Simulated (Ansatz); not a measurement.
# MgB2: the cost of one run

Program: Ansatz 0.2.0. Level of theory: DFT PBEsol, scalar-relativistic, plane waves, PAW. These are calculated values, not measurements.

3 further runs of the same task are left out: 1 that didn't finish, 2 set aside as unsound or not needed.

**1. The structure to begin with**

The structure is hexagonal, space group P6/mmm (No. 191). Conventional cell: a = 3.085 Å, b = 3.085 Å, c = 3.523 Å, α = 90.00°, β = 90.00°, γ = 120.00°. Mg (site symmetry 6/mmm) is surrounded by 12 B at 2.51 Å. B (site symmetry -6m2) has 3 B at 1.78 Å and 6 Mg at 2.51 Å as nearest neighbours.

Coordinates:

```
Mg B
1.0
     3.08500    0.00000    0.00000
    -1.54250    2.67169    0.00000
     0.00000    0.00000    3.52300
Mg B
1 2
Direct
  0.00000 0.00000 0.00000
  0.33333 0.66667 0.50000
  0.66667 0.33333 0.50000
```

The structure comes from the Crystallography Open Database.

**2. A distortion of lower symmetry**

What differs from the listed cell: strain xx, yy, zz, yz, xz, xy = -2.4, +7.3, -1.1, +4.6, +0.0, +0.0 %; atoms moved by 0.03 Å root mean square, at most 0.04 Å.

Contents of input.yaml:

```yaml
crystal:
  lattice:
    - [3.0122563889, 0.0, 0.0]
    - [-1.5061281945, 2.8655200173, 0.12172215]
    - [0.0, 0.16050788, 3.48308441]
  atoms:
    - { symbol: Mg, position: [0.0050907273, 0.0101814547, -0.0010254496] }
    - { symbol: B, position: [0.3358042703, 0.6716085405, 0.5028328162] }
    - { symbol: B, position: [0.6591050024, 0.3182100048, 0.4981926334] }
basis:
  ecutwfc: 420
kpoints:
  mp_grid: { grid: [14, 14, 10] }
hamiltonian:
  xc: pbesol
scf:
  occupations: { method: gaussian, width: 0.1 }
output:
  forces: true
  stress: true
  eigenvalues: true
  populations: true
```

Started as:

```sh
$ ansatz run input.yaml --threads 1 --pin off --max-ram 1331MiB --backend cpu --events-out ev --progress --plain --runs-dir out
```

What time and memory should one allow on 1 thread of an Arm CPU, shared host?

About 38 s, with a peak of 0.53 GiB.
